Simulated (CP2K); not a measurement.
Crystal: Pb.

```
CELL_PARAMETERS angstrom
3.50021 0.00000 0.00000
1.75010 3.03127 0.00000
1.75010 1.01042 2.85791
ATOMIC_POSITIONS crystal
Pb 0.00000 0.00000 0.00000
```

Base run:

* Program: CP2K 2026.2
* Functional: MS2
* Potentials or basis: POTENTIAL_UZH Pb GTH-PBE-q4; TZVP-MOLOPT-PBE-GTH basis
* Density cutoff: 9184 eV
* k mesh: 9 × 9 × 9
* Occupations: fermi-dirac, width 0.05 eV
* Spin: no spin polarisation

Its results: band gap on the k mesh none (metal or under the smearing width); pressure 4.3 GPa.

**Question.** The run is repeated on the same cell with these changes: functional from MS2 to LDA. What comes out?

**Answer.** Band gap on the k mesh none (metal or under the smearing width); pressure 2.8 GPa.

Caveats: the potentials were made for another functional, which shifts forces and pressure; the basis of atomic orbitals isn't converged, which shifts pressures, moduli and gaps.
